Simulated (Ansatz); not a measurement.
## Contact densities of ZrN against volume

```
CELL_PARAMETERS angstrom
0.00000 2.28423 2.28423
2.28423 0.00000 2.28423
2.28423 2.28423 0.00000
ATOMIC_POSITIONS crystal
Zr 0.00000 0.00000 0.00000
N 0.50000 0.50000 0.50000
```

Atom numbers follow the list: Zr1, N2.

The conventional cell has a = 4.568 Å, b = 4.568 Å, c = 4.568 Å, α = 90.00°, β = 90.00°, γ = 90.00°. Zr (atom 1) is surrounded by 6 N at 2.28 Å. Around N (atom 2) lie 6 Zr at 2.28 Å.

The geometry is COD entry 4303945, unchecked; take it as a test cell.

Spin polarisation is left out, and whether a magnetic state lies lower isn't shown here.

These are results of Ansatz 0.2.0, DFT, LDA, all-electron PAW with datasets made for the crystal, scalar-relativistic, not measurements.

Settings: a Γ-centred 9×9×9 k mesh, Fermi–Dirac smearing of 0.03 eV, cutoff 320 eV (chosen by the program for this cell), no spin polarisation.

The contact density is the mean electron density over the nuclear volume; its changes follow the s electrons' response to bonding and compression. Changes below are taken from the unscaled cell, where it is 488427 e/Å³ at Zr1, 1391.46 e/Å³ at N2.

Volumes at which the program chose other datasets or cutoffs are left out.

The datasets are made afresh for each cell, so very small changes are uncertain.

(1) Does compression raise or lower the contact density at N2?

(2) Tabulate the changes with volume.

## Answers

(1) It lowers it, by 0.11 e/Å³ over the whole range.

(2) 
```tsv
V/V(cell)	P (GPa)	Δρ(0) Zr1 (e/Å³)	Δρ(0) N2 (e/Å³)
0.9800	-2.4	0.39	-0.03
0.9900	-5.1	0.19	-0.02
1.0000	-7.7	0.00	0.00
1.0100	-10.1	-0.19	0.02
1.0200	-12.4	-0.37	0.04
1.0400	-16.6	-0.68	0.08
```
